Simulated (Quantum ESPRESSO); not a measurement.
Input of a Quantum ESPRESSO 7.5 run:

pw.in

```
&CONTROL
  calculation = 'relax'
  prefix = 'pwscf'
  outdir = './tmp'
  pseudo_dir = './pseudo'
  tprnfor = .true.
  tstress = .true.
  disk_io = 'low'
  nstep = 40
  forc_conv_thr = 0.0001
  etot_conv_thr = 1d-05
/
&SYSTEM
  ibrav = 0
  nat = 2
  ntyp = 2
  ecutwfc = 88
  nbnd = 15
  occupations = 'smearing'
  smearing = 'gaussian'
  degauss = 0.00073499
/
&ELECTRONS
  conv_thr = 4d-10
  electron_maxstep = 120
  mixing_beta = 0.5
/
&IONS
  ion_dynamics = 'bfgs'
/
ATOMIC_SPECIES
In   114.8180 In.upf
P     30.9738 P.upf
CELL_PARAMETERS angstrom
   0.0000000000    2.9406000000    2.9406000000
   2.9111940000    0.0000000000    2.9406000000
   2.9111940000    2.9406000000    0.0000000000
ATOMIC_POSITIONS crystal
In     0.0000000000    0.0000000000    0.0000000000
P      0.2500000000    0.2500000000    0.2500000000
K_POINTS automatic
8 8 8 0 0 0
```

Potentials or basis: PseudoDojo 0.4.1 SR PBEsol standard.

Command:

```console
$ OMP_NUM_THREADS=1 pw.x -in pw.in > pw.out
```

Problem. What does it give for the band gap on the k mesh?

Solution. 0.58 eV, direct.

Final structure:
```yaml
crystal:
  lattice:
    - [0.00000, 2.94060, 2.94060]
    - [2.91119, 0.00000, 2.94060]
    - [2.91119, 2.94060, 0.00000]
  atoms:
    - { symbol: In, position: [0.00000, 0.00000, 0.00000] }
    - { symbol: P, position: [0.25000, 0.25000, 0.25000] }
```

Caveat: the relaxation stopped at its first step, so nothing moved; spin-orbit coupling is left out, which moves the levels of the heavy elements. PBEsol gaps usually lie below the measured ones, often by a third to a half.
